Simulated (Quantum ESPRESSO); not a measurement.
# 2H-MoS2, 1 layer: a series in biaxial strain, part 6 of 8

Aim: how the results for 2H-MoS2, 1 layer change with biaxial strain.

Quantum ESPRESSO 7.5; plane-wave DFT, PBE, GBRV ultrasoft pseudopotentials.

So far. Step 8 (Bands along a path, -4 %): Along this path the valence top lies at K and the conduction bottom between K and Γ. Step 9 (Relaxation with pw.x, -3 %): The relaxation lowers the energy by 7 meV an atom.

### 10. Self-consistent run, -3 %

File m1.scf.in:

```
&control
  prefix = 'm1.scf'
  outdir = './out'
  pseudo_dir = './pseudo'
  calculation = 'scf'
  tprnfor = .true.
/
&system
  ibrav = 0
  nat = 3
  ntyp = 2
  ecutwfc = 40
  ecutrho = 200
  occupations = 'smearing'
  smearing = 'fd'
  degauss = 0.002
  nbnd = 17
/
&electrons
  conv_thr = 1e-09
  mixing_beta = 0.4
  electron_maxstep = 120
  mixing_mode = 'plain'
/
ATOMIC_SPECIES
  S   32.0600  s_pbe_v1.4.uspp.F.UPF
  Mo  95.9500  mo_pbe_v1.uspp.F.UPF
CELL_PARAMETERS angstrom
  3.08754229227000 0.00000000000000 0.00000000000000
  -1.54377114662000 2.67389006027000 0.00000000000000
  0.00000000000000 0.00000000000000 18.26259773800000
ATOMIC_POSITIONS crystal
  S   0.333333333300 0.666666666700 0.412645069600
  Mo  0.000000000000 0.000000000000 0.500000000000
  S   0.333333333300 0.666666666700 0.587354930400
K_POINTS automatic
  12 12 1 0 0 0
```

The run is started by

```
> OMP_NUM_THREADS=1 mpirun -n 4 pw.x -nk 4 -in m1.scf.in > m1.scf.out
```

Log:

```text
[banner, memory and clock lines left out]
Program PWSCF v.7.5 starts
[...]
Message from routine setup:
[...]
number of electrons       =        26.00
     number of Kohn-Sham states=           17
     kinetic-energy cutoff     =      40.0000  Ry
     charge density cutoff     =     200.0000  Ry
[...]
number of k points=    19  Fermi-Dirac smearing, width (Ry)=  0.0020
[...]
Dense  grid:    48521 G-vectors     FFT dimensions: (  27,  27, 160)
[...]
negative rho (up, down):  2.355E-03 0.000E+00
     Starting wfcs are   21 randomized atomic wfcs
[...]
negative rho (up, down):  2.414E-03 0.000E+00
[...]
estimated scf accuracy    <       0.14596726 Ry
[...]
negative rho (up, down):  2.391E-03 0.000E+00
[...]
estimated scf accuracy    <       0.14353093 Ry
[...]
negative rho (up, down):  2.408E-03 0.000E+00
[...]
estimated scf accuracy    <       0.01255451 Ry
[...]
negative rho (up, down):  2.414E-03 0.000E+00
[...]
estimated scf accuracy    <       0.00119632 Ry
[...]
negative rho (up, down):  2.409E-03 0.000E+00
[...]
estimated scf accuracy    <       0.00018007 Ry
[...]
negative rho (up, down):  2.402E-03 0.000E+00
[...]
estimated scf accuracy    <       0.00000534 Ry
[...]
negative rho (up, down):  2.403E-03 0.000E+00
[...]
estimated scf accuracy    <       0.00001066 Ry
[...]
negative rho (up, down):  2.403E-03 0.000E+00
[...]
estimated scf accuracy    <       0.00000016 Ry
[...]
negative rho (up, down):  2.404E-03 0.000E+00
[...]
estimated scf accuracy    <       0.00000003 Ry
[...]
negative rho (up, down):  2.403E-03 0.000E+00
[...]
estimated scf accuracy    <       0.00000011 Ry
[...]
negative rho (up, down):  2.404E-03 0.000E+00
[...]
estimated scf accuracy    <          1.0E-09 Ry
[...]
negative rho (up, down):  2.404E-03 0.000E+00
[...]
the Fermi energy is     0.7552 ev
!    total energy              =    -187.72538213 Ry
     estimated scf accuracy    <          9.0E-10 Ry
     smearing contrib. (-TS)   =      -0.00000000 Ry
     internal energy E=F+TS    =    -187.72538213 Ry
[...]
one-electron contribution =   -1021.17414795 Ry
     hartree contribution      =     511.83469981 Ry
     xc contribution           =     -36.36719527 Ry
     ewald contribution        =     357.98126128 Ry
     convergence has been achieved in  12 iterations
     negative rho (up, down):  2.404E-03 0.000E+00
[...]
Total force =     0.000014     Total SCF correction =     0.000106
[...]
```

It took 12 s on 4 MPI ranks of Arm Neoverse V1, shared host; peak memory 0.43 GiB.

Numbers from this step:

* free energy: -2554.1339 eV
* Fermi energy: 0.7552 eV
* valence top, on the run's zero: -0.07826 eV
* conduction bottom, on the run's zero: 1.705 eV
* gap by band count: 1.784 eV

### 11. Ground state, -3 %

Level of this step: plane-wave DFT, PBE, PseudoDojo fully relativistic norm-conserving pseudopotentials (Quantum ESPRESSO 7.5).

m1.soc.in, as its differences from the input of step 10:

```diff
@@ -1,3 +1,3 @@
 &control
-  prefix = 'm1.scf'
+  prefix = 'm1.soc'
   outdir = './out'
@@ -11,4 +11,4 @@
   ntyp = 2
-  ecutwfc = 40
-  ecutrho = 200
+  ecutwfc = 72
+  ecutrho = 288
   occupations = 'smearing'
@@ -16,6 +16,8 @@
   degauss = 0.002
-  nbnd = 17
+  noncolin = .true.
+  lspinorb = .true.
+  nbnd = 32
 /
 &electrons
-  conv_thr = 1e-09
+  conv_thr = 1e-07
   mixing_beta = 0.4
@@ -25,4 +27,4 @@
 ATOMIC_SPECIES
-  S   32.0600  s_pbe_v1.4.uspp.F.UPF
-  Mo  95.9500  mo_pbe_v1.uspp.F.UPF
+  S   32.0600  S.dojo-fr-pbe-0.4-standard.upf
+  Mo  95.9500  Mo.dojo-fr-pbe-0.4-standard.upf
 CELL_PARAMETERS angstrom
@@ -36,2 +38,2 @@
 K_POINTS automatic
-  12 12 1 0 0 0
+  6 6 1 0 0 0
```

The run is started by

```
> OMP_NUM_THREADS=1 mpirun -n 4 pw.x -nk 2 -in m1.soc.in > m1.soc.out
```

Log:

```text
[banner, memory and clock lines left out]
Program PWSCF v.7.5 starts
[...]
Message from routine setup:
[...]
number of electrons       =        26.00
     number of Kohn-Sham states=           32
     kinetic-energy cutoff     =      72.0000  Ry
     charge density cutoff     =     288.0000  Ry
[...]
number of k points=     7  Fermi-Dirac smearing, width (Ry)=  0.0020
[...]
Dense  grid:    83935 G-vectors     FFT dimensions: (  32,  32, 192)
[...]
negative rho (up, down):  3.661E-05 0.000E+00
     Starting wfcs are   36 randomized atomic wfcs
[...]
negative rho (up, down):  2.445E-07 0.000E+00
[...]
estimated scf accuracy    <       0.38963039 Ry
[...]
negative rho (up, down):  1.390E-07 0.000E+00
[...]
estimated scf accuracy    <       0.73483792 Ry
[...]
estimated scf accuracy    <       0.01483868 Ry
[...]
estimated scf accuracy    <       0.01271285 Ry
[...]
estimated scf accuracy    <       0.00068610 Ry
[...]
estimated scf accuracy    <       0.00071442 Ry
[...]
estimated scf accuracy    <       0.00003290 Ry
[...]
estimated scf accuracy    <       0.00000092 Ry
[...]
estimated scf accuracy    <       0.00000075 Ry
[...]
the Fermi energy is     1.0675 ev
!    total energy              =    -184.88118823 Ry
     estimated scf accuracy    <       0.00000003 Ry
     smearing contrib. (-TS)   =      -0.00000000 Ry
     internal energy E=F+TS    =    -184.88118823 Ry
[...]
one-electron contribution =   -1021.28613417 Ry
     hartree contribution      =     511.86286416 Ry
     xc contribution           =     -33.43917951 Ry
     ewald contribution        =     357.98126130 Ry
     convergence has been achieved in  10 iterations
[...]
Total force =     0.002271     Total SCF correction =     0.000588
[...]
```

It took 23 s on 4 MPI ranks; peak memory 0.61 GiB.

Numbers from this step:

```
free energy                          : -2515.4367 eV
Fermi energy                         : 1.067 eV
valence top, on the run's zero       : 0.004421 eV
conduction bottom, on the run's zero : 1.689 eV
gap by band count                    : 1.685 eV
```

### 12. Relaxing the ions, 3 %

Level of this step: plane-wave DFT, PBE, GBRV ultrasoft pseudopotentials (Quantum ESPRESSO 7.5).

File m7.relax.in:

```
&control
  prefix = 'm7.relax'
  outdir = './out'
  pseudo_dir = './pseudo'
  nstep = 40
  forc_conv_thr = 0.0003
  calculation = 'relax'
  tstress = .true.
/
&system
  ibrav = 0
  nat = 3
  ntyp = 2
  ecutwfc = 50
  ecutrho = 250
  occupations = 'smearing'
  smearing = 'fd'
  degauss = 0.002
/
&electrons
  conv_thr = 1e-09
  mixing_beta = 0.4
  electron_maxstep = 120
  mixing_mode = 'plain'
/
&ions
/
ATOMIC_SPECIES
  S   32.0600  s_pbe_v1.4.uspp.F.UPF
  Mo  95.9500  mo_pbe_v1.uspp.F.UPF
CELL_PARAMETERS angstrom
  3.27852428973000 0.00000000000000 0.00000000000000
  -1.63926214538000 2.83928532173000 0.00000000000000
  0.00000000000000 0.00000000000000 18.26259773800000
ATOMIC_POSITIONS crystal
  S   0.333333333300 0.666666666700 0.414453300900
  Mo  0.000000000000 0.000000000000 0.500000000000
  S   0.333333333300 0.666666666700 0.585546699100
K_POINTS automatic
  12 12 1 0 0 0
```

The run is started by

```
> OMP_NUM_THREADS=1 mpirun -n 4 pw.x -nk 4 -in m7.relax.in > m7.relax.out
```

Log:

```text
[banner, memory and clock lines left out]
Program PWSCF v.7.5 starts
[...]
Message from routine setup:
[...]
number of electrons       =        26.00
     number of Kohn-Sham states=           17
     kinetic-energy cutoff     =      50.0000  Ry
     charge density cutoff     =     250.0000  Ry
[...]
number of k points=    19  Fermi-Dirac smearing, width (Ry)=  0.0020
[...]
Dense  grid:    76613 G-vectors     FFT dimensions: (  32,  32, 180)
[...]
negative rho (up, down):  2.398E-03 0.000E+00
     Starting wfcs are   21 randomized atomic wfcs
[...]
negative rho (up, down):  2.447E-03 0.000E+00
[...]
estimated scf accuracy    <       0.08404068 Ry
[...]
negative rho (up, down):  2.462E-03 0.000E+00
[...]
estimated scf accuracy    <       0.01210801 Ry
[...]
negative rho (up, down):  2.479E-03 0.000E+00
[...]
estimated scf accuracy    <       0.01356899 Ry
[...]
negative rho (up, down):  2.462E-03 0.000E+00
[...]
estimated scf accuracy    <       0.00140238 Ry
[...]
negative rho (up, down):  2.461E-03 0.000E+00
[...]
estimated scf accuracy    <       0.00017283 Ry
[...]
negative rho (up, down):  2.457E-03 0.000E+00
[...]
estimated scf accuracy    <       0.00000369 Ry
[...]
negative rho (up, down):  2.452E-03 0.000E+00
[...]
estimated scf accuracy    <       0.00000757 Ry
[...]
negative rho (up, down):  2.451E-03 0.000E+00
[...]
estimated scf accuracy    <       0.00000199 Ry
[...]
negative rho (up, down):  2.451E-03 0.000E+00
[...]
estimated scf accuracy    <       0.00000021 Ry
[...]
negative rho (up, down):  2.451E-03 0.000E+00
[...]
estimated scf accuracy    <          1.9E-09 Ry
[...]
negative rho (up, down):  2.451E-03 0.000E+00
[...]
estimated scf accuracy    <       0.00000002 Ry
[...]
negative rho (up, down):  2.451E-03 0.000E+00
[...]
the Fermi energy is    -0.0792 ev
!    total energy              =    -187.72598023 Ry
     estimated scf accuracy    <          6.6E-10 Ry
     smearing contrib. (-TS)   =      -0.00000000 Ry
     internal energy E=F+TS    =    -187.72598023 Ry
[...]
one-electron contribution =    -924.01547940 Ry
     hartree contribution      =     462.49216087 Ry
     xc contribution           =     -36.13751554 Ry
     ewald contribution        =     309.93485383 Ry
     convergence has been achieved in  12 iterations
     negative rho (up, down):  2.451E-03 0.000E+00
[...]
Total force =     0.028682     Total SCF correction =     0.000082
[...]
negative rho (up, down):  2.451E-03 0.000E+00
[...]
negative rho (up, down):  2.461E-03 0.000E+00
[...]
negative rho (up, down):  2.460E-03 0.000E+00
[...]
estimated scf accuracy    <       0.00003928 Ry
[...]
negative rho (up, down):  2.459E-03 0.000E+00
[...]
estimated scf accuracy    <       0.00006660 Ry
[...]
negative rho (up, down):  2.457E-03 0.000E+00
[...]
estimated scf accuracy    <       0.00000252 Ry
[...]
negative rho (up, down):  2.457E-03 0.000E+00
[...]
estimated scf accuracy    <       0.00000044 Ry
[...]
negative rho (up, down):  2.457E-03 0.000E+00
[...]
estimated scf accuracy    <       0.00000003 Ry
[...]
negative rho (up, down):  2.457E-03 0.000E+00
[...]
estimated scf accuracy    <          4.0E-09 Ry
[...]
negative rho (up, down):  2.457E-03 0.000E+00
[...]
the Fermi energy is    -0.0577 ev
!    total energy              =    -187.72666027 Ry
     estimated scf accuracy    <          6.3E-10 Ry
     smearing contrib. (-TS)   =      -0.00000000 Ry
     internal energy E=F+TS    =    -187.72666027 Ry
[...]
one-electron contribution =    -926.62621865 Ry
     hartree contribution      =     463.79003728 Ry
     xc contribution           =     -36.15297638 Ry
     ewald contribution        =     311.26249748 Ry
     convergence has been achieved in   7 iterations
     negative rho (up, down):  2.457E-03 0.000E+00
[...]
Total force =     0.018664     Total SCF correction =     0.000061
[...]
negative rho (up, down):  2.457E-03 0.000E+00
[...]
negative rho (up, down):  2.468E-03 0.000E+00
[...]
negative rho (up, down):  2.467E-03 0.000E+00
[...]
estimated scf accuracy    <       0.00004470 Ry
[...]
negative rho (up, down):  2.466E-03 0.000E+00
[...]
estimated scf accuracy    <       0.00006841 Ry
[...]
negative rho (up, down):  2.464E-03 0.000E+00
[...]
estimated scf accuracy    <       0.00000310 Ry
[...]
negative rho (up, down):  2.464E-03 0.000E+00
[...]
estimated scf accuracy    <       0.00000048 Ry
[...]
negative rho (up, down):  2.464E-03 0.000E+00
[...]
estimated scf accuracy    <       0.00000004 Ry
[...]
negative rho (up, down):  2.464E-03 0.000E+00
[...]
estimated scf accuracy    <          5.6E-09 Ry
[...]
negative rho (up, down):  2.464E-03 0.000E+00
[...]
estimated scf accuracy    <          2.2E-09 Ry
[...]
negative rho (up, down):  2.464E-03 0.000E+00
[...]
estimated scf accuracy    <          2.5E-10 Ry
[...]
negative rho (up, down):  2.464E-03 0.000E+00
[...]
the Fermi energy is    -0.0826 ev
!    total energy              =    -187.72707078 Ry
     estimated scf accuracy    <          5.5E-11 Ry
     smearing contrib. (-TS)   =      -0.00000000 Ry
     internal energy E=F+TS    =    -187.72707078 Ry
[...]
one-electron contribution =    -929.49658135 Ry
     hartree contribution      =     465.21605454 Ry
     xc contribution           =     -36.17016412 Ry
     ewald contribution        =     312.72362015 Ry
     convergence has been achieved in   9 iterations
     negative rho (up, down):  2.464E-03 0.000E+00
[...]
Total force =     0.007289     Total SCF correction =     0.000018
[...]
negative rho (up, down):  2.464E-03 0.000E+00
[...]
negative rho (up, down):  2.471E-03 0.000E+00
[...]
negative rho (up, down):  2.470E-03 0.000E+00
[...]
estimated scf accuracy    <       0.00001812 Ry
[...]
negative rho (up, down):  2.470E-03 0.000E+00
[...]
estimated scf accuracy    <       0.00002640 Ry
[...]
negative rho (up, down):  2.468E-03 0.000E+00
[...]
estimated scf accuracy    <       0.00000130 Ry
[...]
negative rho (up, down):  2.468E-03 0.000E+00
[...]
estimated scf accuracy    <       0.00000017 Ry
[...]
negative rho (up, down):  2.468E-03 0.000E+00
[...]
estimated scf accuracy    <       0.00000002 Ry
[...]
negative rho (up, down):  2.468E-03 0.000E+00
[...]
estimated scf accuracy    <          1.0E-09 Ry
[...]
negative rho (up, down):  2.468E-03 0.000E+00
[...]
estimated scf accuracy    <          7.2E-10 Ry
[...]
negative rho (up, down):  2.468E-03 0.000E+00
[...]
estimated scf accuracy    <          7.2E-11 Ry
[...]
negative rho (up, down):  2.468E-03 0.000E+00
[...]
the Fermi energy is    -0.0840 ev
!    total energy              =    -187.72714268 Ry
     estimated scf accuracy    <          7.1E-12 Ry
     smearing contrib. (-TS)   =      -0.00000000 Ry
     internal energy E=F+TS    =    -187.72714268 Ry
[...]
one-electron contribution =    -931.33607573 Ry
     hartree contribution      =     466.12992509 Ry
     xc contribution           =     -36.18129242 Ry
     ewald contribution        =     313.66030038 Ry
     convergence has been achieved in   9 iterations
     negative rho (up, down):  2.468E-03 0.000E+00
[...]
Total force =     0.000201     Total SCF correction =     0.000004
[...]
negative rho (up, down):  2.468E-03 0.000E+00
[...]
```

Elapsed: 64 s, on 4 MPI ranks; peak memory 0.58 GiB.

Step by step:

```csv
step,energy less that of the first step (eV),largest force (eV/Å)
1,0.0000,0.5215
2,-0.0093,0.3393
3,-0.0148,0.1325
4,-0.0158,0.0037
```

The atoms that moved most (Å):

```csv
atom,dx,dy,dz,length
S1,0.000,0.000,0.030,0.030
S3,0.000,0.000,-0.030,0.030
```

Final coordinates:

```xyz
3
Lattice="3.2785 0.0000 0.0000 -1.6393 2.8393 0.0000 0.0000 0.0000 18.2626" Properties=species:S:1:pos:R:3
S     0.0000    1.8929    7.5991
Mo    0.0000    0.0000    9.1313
S     0.0000    1.8929   10.6635
```

The relaxation lowers the energy by 5 meV an atom.

Read from the output:

| Quantity | Value |
| --- | --- |
| free energy | -2554.1579 eV |
| Fermi energy | -0.084 eV |

### 13. Self-consistent run, 3 %

File m7.scf.in:

```
&control
  prefix = 'm7.scf'
  outdir = './out'
  pseudo_dir = './pseudo'
  calculation = 'scf'
  tprnfor = .true.
/
&system
  ibrav = 0
  nat = 3
  ntyp = 2
  ecutwfc = 40
  ecutrho = 200
  occupations = 'smearing'
  smearing = 'fd'
  degauss = 0.002
  nbnd = 17
/
&electrons
  conv_thr = 1e-09
  mixing_beta = 0.4
  electron_maxstep = 120
  mixing_mode = 'plain'
/
ATOMIC_SPECIES
  S   32.0600  s_pbe_v1.4.uspp.F.UPF
  Mo  95.9500  mo_pbe_v1.uspp.F.UPF
CELL_PARAMETERS angstrom
  3.27852428973000 0.00000000000000 0.00000000000000
  -1.63926214538000 2.83928532173000 0.00000000000000
  0.00000000000000 0.00000000000000 18.26259773800000
ATOMIC_POSITIONS crystal
  S   0.333333333300 0.666666666700 0.416101676100
  Mo  0.000000000000 0.000000000000 0.500000000000
  S   0.333333333300 0.666666666700 0.583898323900
K_POINTS automatic
  12 12 1 0 0 0
```

The run is started by

```
> OMP_NUM_THREADS=1 mpirun -n 4 pw.x -nk 4 -in m7.scf.in > m7.scf.out
```

Log:

```text
[banner, memory and clock lines left out]
Program PWSCF v.7.5 starts
[...]
Message from routine setup:
[...]
number of electrons       =        26.00
     number of Kohn-Sham states=           17
     kinetic-energy cutoff     =      40.0000  Ry
     charge density cutoff     =     200.0000  Ry
[...]
number of k points=    19  Fermi-Dirac smearing, width (Ry)=  0.0020
[...]
Dense  grid:    54611 G-vectors     FFT dimensions: (  27,  27, 160)
[...]
negative rho (up, down):  2.508E-03 0.000E+00
     Starting wfcs are   21 randomized atomic wfcs
[...]
negative rho (up, down):  2.543E-03 0.000E+00
[...]
estimated scf accuracy    <       0.08573451 Ry
[...]
negative rho (up, down):  2.553E-03 0.000E+00
[...]
estimated scf accuracy    <       0.01208337 Ry
[...]
negative rho (up, down):  2.568E-03 0.000E+00
[...]
estimated scf accuracy    <       0.01145966 Ry
[...]
negative rho (up, down):  2.554E-03 0.000E+00
[...]
estimated scf accuracy    <       0.00138613 Ry
[...]
negative rho (up, down):  2.552E-03 0.000E+00
[...]
estimated scf accuracy    <       0.00012310 Ry
[...]
negative rho (up, down):  2.547E-03 0.000E+00
[...]
estimated scf accuracy    <       0.00000396 Ry
[...]
negative rho (up, down):  2.542E-03 0.000E+00
[...]
estimated scf accuracy    <       0.00000418 Ry
[...]
negative rho (up, down):  2.542E-03 0.000E+00
[...]
estimated scf accuracy    <       0.00000167 Ry
[...]
negative rho (up, down):  2.542E-03 0.000E+00
[...]
estimated scf accuracy    <       0.00000009 Ry
[...]
negative rho (up, down):  2.542E-03 0.000E+00
[...]
estimated scf accuracy    <       0.00000003 Ry
[...]
negative rho (up, down):  2.542E-03 0.000E+00
[...]
estimated scf accuracy    <       0.00000002 Ry
[...]
negative rho (up, down):  2.542E-03 0.000E+00
[...]
the Fermi energy is    -0.0835 ev
!    total energy              =    -187.72619916 Ry
     estimated scf accuracy    <          2.6E-11 Ry
     smearing contrib. (-TS)   =      -0.00000000 Ry
     internal energy E=F+TS    =    -187.72619916 Ry
[...]
one-electron contribution =    -931.33542061 Ry
     hartree contribution      =     466.13031901 Ry
     xc contribution           =     -36.18139785 Ry
     ewald contribution        =     313.66030029 Ry
     convergence has been achieved in  12 iterations
     negative rho (up, down):  2.542E-03 0.000E+00
[...]
Total force =     0.000354     Total SCF correction =     0.000009
[...]
```

The job ended after 12 s (4 MPI ranks; peak memory 0.44 GiB).

Read from the output:

* free energy: -2554.1451 eV
* Fermi energy: -0.0835 eV
* valence top, on the run's zero: -0.5791 eV
* conduction bottom, on the run's zero: 0.4241 eV
* gap by band count: 1.003 eV

(Continued in part 7 of 8.)

[Logs are printed without paths, hosts, clocks, repeated set-up lines and the standing remarks that a program may print on its own settings, such as how far it seeks lower states.]

[Hosts, paths, dates, database ids (printed as entryN), source tags and the programs' standing remarks are cut or masked in the printed files.]

[Maps of the electrostatic potential energy from Ansatz leave out the sawtooth potential of an applied field or a dipole correction, so their vacuum need not be flat; planar profiles and work functions include it.]
